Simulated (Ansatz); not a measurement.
# Cu: other elements on the same sites

The task here is to estimate one member of a computed series from the others.

Computed with Ansatz 0.2.0 (DFT r2SCAN, scalar-relativistic, plane waves, PAW, unless a step's input says otherwise).

1 further run of the same task is left out (set aside as unsound or not needed).

## The starting structure

The structure is hexagonal, space group P6_3/mmc (No. 194). The conventional cell has a = 2.529 Å, b = 2.529 Å, c = 8.264 Å, α = 90.00°, β = 90.00°, γ = 120.00°. Around Cu (site symmetry -3m) lie 12 Cu at 2.53 Å. Cu (site symmetry -6m2) has 12 Cu at 2.53 Å as nearest neighbours.

Coordinates:

```
Cu
1.0
     2.52934    0.00000    0.00000
    -1.26467    2.19047    0.00000
     0.00000    0.00000    8.26394
Cu
4
Direct
  0.00000 0.00000 0.00000
  0.33333 0.66667 0.25000
  0.00000 0.00000 0.50000
  0.66667 0.33333 0.75000
```

It goes back to an entry of the Materials Project, which need not be the stable form.

This cell was relaxed beforehand with the same method: volume 11.45 Å³/atom, gap on the mesh none (metal).

The first run:

input.yaml reads:

```yaml
crystal:
  lattice:
    - [2.6955447311, 0.0, 0.0]
    - [-1.3477723656, 2.3344102142, 0.0]
    - [0.0, 0.0, 8.8069709284]
  atoms:
    - { symbol: Ag, position: [0.0, 0.0, 0.0] }
    - { symbol: Ag, position: [0.3333333333, 0.6666666667, 0.25] }
    - { symbol: Ag, position: [0.0, 0.0, 0.5] }
    - { symbol: Ag, position: [0.6666666667, 0.3333333333, 0.75] }
basis:
  ecutwfc: 500
kpoints:
  mp_grid: { grid: [6, 6, 2] }
hamiltonian:
  xc: r2scan
scf:
  occupations: { method: gaussian, width: 0.1 }
output:
  forces: true
  stress: true
  eigenvalues: true
```

The run is started by

```
> ansatz run input.yaml --threads 1 --pin off --max-ram 2560MiB --backend cpu --events-out ev --progress --plain --runs-dir out
```

Steps of the session up to this table: Probe: one point at the start (Ag); Rough relaxation on the coarse mesh (Ag); The relaxation (Ag).

One table of the session follows, with a row left open; its other results are not shown here.

Lengths are those of the vectors of the cell that was run:

| swap | volume (Å³/atom) | a (Å) | b (Å) | c (Å) | moment (μB/cell) |
| --- | --- | --- | --- | --- | --- |
| none | 11.45 | 2.529 | 2.529 | 8.264 | 0.00 |
| Cu → Fe | 12.18 | 2.562 | 2.562 | 8.568 | 11.28 |
| Cu → Co | ? | ? | ? | ? | ? |
| Cu → K | 76.85 | 4.786 | 4.786 | 15.494 | 0.00 |
| Cu → Ag | 17.30 | 2.903 | 2.903 | 9.483 | 0.00 |

Q: Estimate the row for Cu → Co from the others.

The run gave: volume (Å³/atom): 10.70; a (Å): 2.473; b (Å): 2.473; c (Å): 8.080; moment (μB/cell): 7.17. In the column «volume (Å³/atom)» it is the lowest.

Lengths are those of the computed cell. Rows of earlier swaps come from the sessions before.
